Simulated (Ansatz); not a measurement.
**PbO (honeycomb monolayer): the G0W0 gap against the k mesh**

Aim: the G0W0 gap of PbO (honeycomb monolayer) on a series of meshes, at fixed bands and cutoff.

Main program and level: Ansatz 0.2.0; G0W0 on PBE, plane waves, PAW.

## (1) The structure

The cell holds 2 atoms: 1 Pb and 1 O. Cell: a = 3.617 Å, b = 3.617 Å, c = 25.000 Å, α = 90.0°, β = 90.0°, γ = 120.0°. Vacuum lies along c.

The structure was relaxed with PBE. The runs that relaxed it are not among those shown. Spin-orbit coupling is left out unless a step names it. The default PAW set here is soft_2. Its files were made with PBE. The Coulomb interaction is cut off across the vacuum.

## (2) The 3×3×1 mesh

Now the one-shot GW correction: screening in the RPA, then the self-energy of the levels asked for.

File input.yaml:

```yaml
crystal:
  lattice:
    - [3.616875005, 0.0, 0.0]
    - [-1.8084375025, 3.1323056367, 0.0]
    - [0.0, 0.0, 25.0]
  atoms:
    - { symbol: Pb, position: [0.3333333333, 0.6666666667, 0.4816239087] }
    - { symbol: O, position: [0.6666666667, 0.3333333333, 0.5183760913] }
  periodic: [true, true, false]
kpoints:
  mp_grid: { grid: [3, 3, 1] }
hamiltonian:
  xc: pbe
scf:
  occupations: { method: fixed }
gw:
  n_empty_bands: 175
  ecut_chi: 42.0
  qp_bands: [v2, c2]
  qp_kpoints: band_edges
  screening: { model: contour_deformation }
```

Command:

```console
$ ansatz run input.yaml --threads 4 --pin off --max-ram 13824MiB --backend cpu --events-out ev --progress --plain --runs-dir out
```

Numbers of over 12 decimals in the logs are rounded to 6 here.

Output:

```text
Engine: ansatz 0.2.0, aarch64-unknown-linux-gnu
Pseudopotentials: kind: paw
Pseudopotential: Pb, paw, valence charge 14, recommended cutoff 420 eV (normal), Pb.paw.azcp
Pseudopotential: O, paw, valence charge 6, recommended cutoff 420 eV (normal), O.paw.azcp
Functional definition: PBE
  parameter kappa = 0.804
  parameter beta = 0.066725
  exchange = pbe_x(kappa = kappa, mu = beta*pi^2/3)
  correlation = pbe_c(beta = beta)
Crystal: 2 atoms, lattice volume = 283.229 Å³
Basis set: ecut = 420 eV, 5507 PW (Γ)
Bands: 14, of which v1, the nominal top of the filled ones, is band 10 counted from 1 (9 counted from 0)
Symmetry: 6 space group operations
Space group: P3m1 (ITA 156), of the structure as read, at distance tolerance 6.6e-5 Å
k-points: 3 of 9 (time reversal used)
Non-local potential: Pb, projectors of the file, l = 0: 2, l = 1: 2, l = 2: 2, l = 3: 2
Non-local potential: O, projectors of the file, l = 0: 2, l = 1: 2, l = 2: 1
PAW form: soft (Blöchl's): semilocal exchange-correlation on the pseudo side does not see the compensation charge
PAW one-centre angular grid: Pb, 590 points (default); XC on 64 Gauss nodes
PAW one-centre angular grid: O, 110 points (default); XC on 64 Gauss nodes
Initial density: superposition of atomic densities (neutral atoms: chi_scale 0, normalization atom), corrected by the library's trained network
Initial wavefunctions: pseudopotential atomic-orbital guess
Functional: x = pbe(κ = 0.804, μ = 0.219515), c = pbe(β = 0.066725)
SCF iter   1: F=—  HF=-12472.840231 eV  |F-HF|=—  |Δ(HF+E_count)|=         —  Δρ=3.02e-3  dr2=4.83e-2  ethr=1.77e-3  ⟨swp⟩=5.7  Hψ=254  notcnv=0  defer=6
preconditioner: auto → none  [insulator: Δε(μ)=1.872 eV  Ē_g=15.725 eV  n_scr=12 (ndim 8)  ℏωp=9.9 eV  f_vac=0.801  ε∞_Penn≈1.4]
SCF iter   2: F=—  HF=-12472.864095 eV  |F-HF|=—  |Δ(HF+E_count)|=   2.39e-2  Δρ=5.96e-3  dr2=2.06e-1  ethr=2.42e-4  ⟨swp⟩=3.7  Hψ=114  notcnv=0  defer=6  recentre
SCF iter   3: F=—  HF=-12472.835281 eV  |F-HF|=—  |Δ(HF+E_count)|=   2.88e-2  Δρ=1.21e-3  dr2=4.47e-3  ethr=2.42e-4  ⟨swp⟩=4.3  Hψ=98  notcnv=0  defer=6
SCF iter   4: F=—  HF=-12472.835304 eV  |F-HF|=—  |Δ(HF+E_count)|=   2.33e-5  Δρ=3.37e-4  dr2=3.34e-4  ethr=2.23e-5  ⟨swp⟩=3.0  Hψ=96  notcnv=0  defer=6
SCF iter   5: F=—  HF=-12472.835366 eV  |F-HF|=—  |Δ(HF+E_count)|=   6.17e-5  Δρ=6.09e-5  dr2=1.95e-5  ethr=1.67e-6  ⟨swp⟩=3.3  Hψ=82  notcnv=0  defer=6
SCF iter   6: F=—  HF=-12472.835372 eV  |F-HF|=—  |Δ(HF+E_count)|=   6.08e-6  Δρ=2.36e-5  dr2=2.99e-6  ethr=9.75e-8  ⟨swp⟩=3.3  Hψ=87  notcnv=0  defer=6
SCF iter   7: F=—  HF=-12472.835372 eV  |F-HF|=—  |Δ(HF+E_count)|=   3.65e-7  Δρ=7.32e-6  dr2=2.36e-7  ethr=1.49e-8  ⟨swp⟩=2.7  Hψ=66  notcnv=0  defer=6
SCF iter   8: F=-12472.835372 eV  HF=-12472.835372 eV  |F-HF|=5.95e-9  |Δ(HF+E_count)|=   7.80e-8  Δρ=1.46e-6  dr2=4.23e-9  ethr=5.00e-10  ⟨swp⟩=15.7  Hψ=271  notcnv=0
SCF 1 converged in 8 iterations: F = -12472.835372 eV  dr2 = 4.23e-9
[...]
NSCF: frozen V_eff on 3 k-points
G₀W₀ screening: q 1/3
[... further progress lines ...]
NSCF: frozen V_eff on 1 k-points
SCF converged after 8 iterations
Free energy (F): -12472.835372 eV
Harris-Foulkes:  -12472.835372 eV  (|F-HF|=5.95e-9)
Internal energy: -12472.835372 eV  (E = F + TS)
E sigma→0 (E₀):  -12472.835372 eV
Fermi energy:    -5.750269 eV
--- Per-component energies (eV) ---
  E_band       = -324.401665
  E_kinetic    = 461.857075
  E_local      = -18950.139444  (includes V_loc(G=0)·N_el)
  E_nonlocal   = 398.772730
  E_hartree    = 9180.471871
  E_xc         = -293.519385
  E_vxc        = -225.130981  (∫ρ·V_xc dr)
  E_paw        = -10563.814140  (= ΣΔE_a)
  E_vpaw       = -370.709019  (= ΣTr[D̂ρ^β])
  E_aug_tail   = 0.002393  (compensation charges beyond the density's cutoff)
  E_ewald      = 7293.533528
  E_smearing   = -0.000000  (= −TS)
  E_closure    = 0.000000  (closes the sum)
  Σ components = -12472.835372   (vs F -12472.835372, Δ=0.00e0)
--- Band table (eV) ---
  k-point 0: bands = [... 6 lower, -12.2869, -6.9837, -6.9837, -6.1696, -4.0153, -1.3875 (-1.4461°), -0.4406, 0.8826]
  k-point 1: bands = [... 6 lower, -12.4583, -8.0660, -7.6014, -5.7503, -2.7152, -1.3624 (-1.3624°), 0.3137, 1.2033]
  k-point 2: bands = [... 6 lower, -12.5900, -9.0488, -7.2434, -5.8561, -2.0293, -1.1558, -0.2385, 2.8032]
  ° read free of the cell's end (the report's vacuum.weakly_bound_levels)
--- G₀W₀: contour deformation, 6 samples at zero and on the imaginary axis and 1 off it, 9 q-points, 175 empty bands' worth ---
  eigenvalues of the whole cell's RPA ε∞ on this k-mesh (on a slab, of 1 + 4πα/V) = 1.1139, 2.0374, 2.0374; static W/v taken at q = 0 is 0.648073
  gw.qp_kpoints: band_edges: 3 of 3 stored k-points solved, in 1 pass; an edge of the gap read off the rows below is read off those points alone
  `?` marks the rows in doubt; gw_qp.tsv's column doubts and the gw_qp event give each row's grounds
    ik  band        ε_KS         Σx   Σc(E_QP)       V_xc       Z   E_QP_lin       E_QP  E_QP is
     0     9     -6.9837   -25.1957     4.5030   -20.3506  0.6780    -7.3337    -7.3258  root
     0    10     -6.1696   -22.8884     4.2229   -18.1520  0.6842    -6.6954    -6.6830  root
     0    11     -4.0153    -6.0595    -2.4381    -9.1255  0.7904    -3.3770    -3.3874  root
     0    12     -1.3875    -0.9631    -0.8392    -1.9083  0.9037    -1.2812    -1.2814  root
     1     9     -7.6014   -24.1415     4.5300   -19.2070  0.7266    -8.0331    -8.0059  root
     1    10     -5.7503   -22.6787     3.6996   -18.5356  0.7006    -6.2009    -6.1937  root
     1    11     -2.7152    -7.8574    -2.8422   -11.5477  0.7658    -1.8630    -1.8671  root
     1    12     -1.3624    -7.8713    -2.6828   -11.4577  0.7299    -0.4880    -0.4588  root
     2     9     -7.2434   -23.7821     5.0300   -18.1997  0.5826    -7.6988    -7.7959  root ?
     2    10     -5.8561   -20.3363     2.6291   -17.2671  0.7237    -6.3027    -6.2961  root
     2    11     -2.0293    -9.7800    -2.7370   -13.4122  0.7437    -1.0773    -1.1340  root
     2    12     -1.1558    -8.3234    -2.8735   -12.0959  0.6535    -0.3889    -0.2568  root ?
```

The job ended after 12 s (4 threads of Arm Neoverse V1, shared host; peak memory 1.1 GiB).

In the SCF lines HF is the Harris–Foulkes energy and dr2 the Hartree energy of the density residual, in eV; the loop may stop once dr2 is under the threshold and the program's other checks hold. Hψ counts applications of the Hamiltonian.

This step gave:

```yaml
bands_summed: 185
plane_waves_in_the_screening_matrix: 153
q_points_in_the_mesh: 9
g0w0_gap_on_the_mesh: 2.806 eV
k_of_the_valence_top: 0, 0.3333, 0
k_of_the_conduction_bottom: 0, 0, 0
starting_gap_on_the_mesh: 1.735 eV
z_at_the_valence_top: 0.7006
z_at_the_conduction_bottom: 0.7904
least_direct_g0w0_gap_on_the_computed_points: 3.296 eV
```

The gap on the mesh goes from 1.73 eV to 2.81 eV, a correction of +1.07 eV. Between the two edge states, bare exchange in place of the xc potential would open the gap by 7.21 eV, and correlation takes back 6.14 eV.

## (3) The 6×6×1 mesh

A second mesh at equal bands and cutoff isolates the sampling error.

Edit input.yaml of step 2 so:

```diff
@@ -10,3 +10,3 @@
 kpoints:
-  mp_grid: { grid: [3, 3, 1] }
+  mp_grid: { grid: [6, 6, 1] }
 hamiltonian:
```

Output:

```text
[...]
Crystal: 2 atoms, lattice volume = 283.229 Å³
Basis set: ecut = 420 eV, 5507 PW (Γ)
Bands: 14, of which v1, the nominal top of the filled ones, is band 10 counted from 1 (9 counted from 0)
[... 1 set-up line as in the run before ...]
[...]
k-points: 7 of 36 (time reversal used)
[...]
SCF iter   1: F=—  HF=-12472.898800 eV  |F-HF|=—  |Δ(HF+E_count)|=         —  Δρ=2.11e-3  dr2=1.91e-2  ethr=1.77e-3  ⟨swp⟩=6.3  Hψ=615  notcnv=0  defer=14
[...]
SCF iter   7: F=-12472.898046 eV  HF=-12472.898046 eV  |F-HF|=4.63e-8  |Δ(HF+E_count)|=   2.25e-6  Δρ=3.64e-6  dr2=2.31e-8  ethr=5.00e-10  ⟨swp⟩=14.0  Hψ=637  notcnv=0
SCF 1 converged in 7 iterations: F = -12472.898046 eV  dr2 = 2.31e-8
[...]
NSCF: frozen V_eff on 7 k-points
G₀W₀ screening: q 1/7
[... further progress lines ...]
SCF converged after 7 iterations
Free energy (F): -12472.898046 eV
[...]
0     9     -7.0754   -25.0409     4.2996   -20.3661  0.6851    -7.4576    -7.4506  root
     0    10     -6.2553   -22.9464     4.1868   -18.1823  0.6865    -6.8476    -6.8326  root
     0    11     -4.0207    -6.1947    -2.2550    -9.1745  0.8040    -3.2835    -3.2959  root
     0    12     -1.3581    -0.9690    -0.8091    -1.9286  0.9049    -1.2079    -1.2077  root
     1     9     -7.2822   -24.6959     4.3199   -19.9789  0.6790    -7.6850    -7.6791  root
     1    10     -5.9275   -23.4098     4.0382   -18.8488  0.6947    -6.4607    -6.4503  root
     1    11     -3.3118    -6.9682    -2.3431   -10.1569  0.7933    -2.4439    -2.4663  root
     1    12     -0.9472    -1.2035    -0.9289    -2.3297  0.8971    -0.7491    -0.7499  root
[...]
6     9     -7.3229   -23.8152     5.0162   -18.2454  0.6292    -7.8748    -7.8766  root
     6    10     -5.9054   -20.2901     2.4319   -17.3313  0.7346    -6.4410    -6.4323  root
     6    11     -2.0634    -9.8541    -2.5609   -13.4291  0.7540    -1.0061    -1.0493  root
     6    12     -1.1762    -8.3535    -2.7860   -12.1089  0.7372    -0.2016    -0.2068  root
[key lines of the parts left out:]
Fermi energy:    -5.787130 eV
```

Run time: 39 s. Hardware: 4 threads; peak memory 1.4 GiB.

Numbers from this step:

```
bands summed                                 : 185
plane waves in the screening matrix          : 153
q-points in the mesh                         : 36
G0W0 gap on the mesh                         : 3.001 eV
k of the valence top                         : 0.1667, 0.1667, 0
k of the conduction bottom                   : 0, 0, 0
starting gap on the mesh                     : 1.766 eV
Z at the valence top                         : 0.7039
Z at the conduction bottom                   : 0.8040
least direct G0W0 gap on the computed points : 3.537 eV
```

Against the run with 3×3×1 mesh, 175 empty bands, screening to 42 eV, the gap moves by +0.19 eV, while the start moved by +0.03 eV. A band edge is found at another k point on this mesh.

## (4) The 9×9×1 mesh

Edit input.yaml of step 3 so:

```diff
@@ -10,3 +10,3 @@
 kpoints:
-  mp_grid: { grid: [6, 6, 1] }
+  mp_grid: { grid: [9, 9, 1] }
 hamiltonian:
```

Output:

```text
[...]
Crystal: 2 atoms, lattice volume = 283.229 Å³
Basis set: ecut = 420 eV, 5507 PW (Γ)
Bands: 14, of which v1, the nominal top of the filled ones, is band 10 counted from 1 (9 counted from 0)
[... 1 set-up line as in the run before ...]
[...]
k-points: 12 of 81 (time reversal used)
[...]
1    12     -1.1698    -1.0312    -0.8359    -2.0321  0.9118    -1.0042    -1.0047  root
[...]
11     9     -7.3235   -23.8151     5.0201   -18.2457  0.6347    -7.8846    -7.8727  root
    11    10     -5.9057   -20.2806     2.4204   -17.3318  0.7351    -6.4427    -6.4340  root
    11    11     -2.0636    -9.8625    -2.5507   -13.4292  0.7550    -1.0041    -1.0475  root
    11    12     -1.1763    -8.3588    -2.7817   -12.1090  0.7494    -0.1852    -0.2078  root
[key lines of the parts left out:]
SCF converged after 7 iterations
Free energy (F): -12472.898246 eV
Fermi energy:    -5.792995 eV
```

Wall time 2.1 min (4 threads); peak memory 1.4 GiB; 7.8 min of CPU time.

This step gave:

```yaml
bands_summed: 185
plane_waves_in_the_screening_matrix: 153
g0w0_gap_on_the_mesh: 3.013 eV
k_of_the_valence_top: 0.1111, 0.2222, 0
k_of_the_conduction_bottom: 0, 0, 0
starting_gap_on_the_mesh: 1.772 eV
least_direct_g0w0_gap_on_the_computed_points: 3.544 eV
```

Against the run with 6×6×1 mesh, 175 empty bands, screening to 42 eV, the gap moves by +0.012 eV. A band edge is found at another k point on this mesh.

## (5) The meshes together

Times are wall times on 4 threads of Arm Neoverse V1, shared host, good to a factor of about two.

```csv
mesh,points,irreducible,start (eV),G0W0 (eV),shift (eV),mean of 1 + 4πα/V (set by the cell height),time
3×3×1,9,3,1.735,2.806,+1.071,1.73,12 s
6×6×1,36,7,1.766,3.001,+1.235,1.61,39 s
9×9×1,81,12,1.772,3.013,+1.240,1.61,2.1 min
```

## (6) Summary of results

```yaml
3x3x1: 2.806 eV (shift +1.071)
6x6x1: 3.001 eV (shift +1.235)
9x9x1: 3.013 eV (shift +1.240)
settings: PBE start, 175 empty bands, 42 eV
```

The shift is +1.07 eV on 3×3×1 and +1.24 eV on 9×9×1. On 9×9×1 the edges lie at (0.111, 0.222, 0.000) and Γ, on 6×6×1 at (0.167, 0.167, 0.000) and Γ, so these two shifts belong to different pairs of states. The mean of 1 + 4πα/V (set by the cell height) ranges from 1.61 to 1.73 and ends at 1.61. From 9 to 81 points the time grows 11-fold. Bands and cutoff are modest here, so the values stand off the basis limit. The mesh in the plane is coarse for a sheet; gap and any exciton binding can still move on denser ones. The many-body steps are scalar-relativistic: spin-orbit coupling is not in them.

[Paths, hosts, dates, memory and timing lines, banners, echoed tables and standing remarks are left out of the program output.]

[Logs are printed without paths, hosts, clocks, repeated set-up lines and the standing remarks that a program may print on its own settings, such as how far it seeks lower states.]

[Runs of the session that timed out or met a known fault of the program may be left out.]

[Cells called generated may have been cut or substituted from an entry of the Crystallography Open Database or the Materials Project.]

[Hosts, paths, dates, database ids (printed as entryN), source tags and the programs' standing remarks are cut or masked in the printed files.]
